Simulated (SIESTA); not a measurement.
# CdSe (Cadmoselite) (P6_3mc) in SIESTA: notebook, part 3 of 3

SIESTA 5.4.2. The steps go on from the part before.

### 13 Overview

| task | level | potentials or basis | gap on the mesh (eV) | pressure (GPa) | largest force (eV/Å) |
| --- | --- | --- | --- | --- | --- |
| band structure | PBEsol | PseudoDojo 0.4 standard (PBEsol files), DZP (energy shift 0.003 Ry; two zetas on semicore shells) | 0.81 | 0.4 | 0.31 |
| band structure | LDA | PseudoDojo 0.4 standard (LDA files), DZP (energy shift 0.003 Ry; two zetas on semicore shells) | 0.66 | -1.6 | 0.30 |
| equation of state | LDA | PseudoDojo 0.4 standard (LDA files), DZP (energy shift 0.003 Ry; two zetas on semicore shells) | - | - | - |
| single point | PBEsol | PseudoDojo 0.4 standard (PBEsol files), DZP (energy shift 0.003 Ry; two zetas on semicore shells) | 0.81 | 0.4 | 0.31 |

Alike in all rows: no spin polarisation; cell as given; k mesh 7 × 7 × 4; smearing fermi-dirac 0.05 eV; grid cutoff 800 Ry; energy shift 0.003 Ry.

Caveats: the basis of atomic orbitals isn't converged, which shifts pressures, moduli and gaps.

Absolute energies hang on the potentials; compare differences alone.

### 14 How close it comes

Step 2. Measured gap of CdSe: 1.841 eV (2 K; a printed reference work, data compilation). This calculation gives 0.81 eV (-1.04 eV). So large a miss can be the level of theory's own, or it may mean another phase, state or a wrong row. Spin-orbit coupling on Cd, Se is left out. The value is that of PBEsol in an atomic basis (PseudoDojo 0.4 standard (PBEsol files), DZP (energy shift 0.003 Ry; two zetas on semicore shells)), whose error adds to the functional's,, without temperature or zero-point motion. Semilocal functionals fall short of measured gaps as a rule.

Step 3. A measured gap of CdSe is 1.841 eV (2 K; a printed reference work, data compilation); the calculated 0.66 eV misses it by -1.18 eV. So large a miss can be the level of theory's own, or it may mean another phase, state or a wrong row. Spin-orbit coupling on Cd, Se is left out. The value is that of LDA in an atomic basis (PseudoDojo 0.4 standard (LDA files), DZP (energy shift 0.003 Ry; two zetas on semicore shells)), whose error adds to the functional's,, without temperature or zero-point motion. Semilocal functionals fall short of measured gaps as a rule.
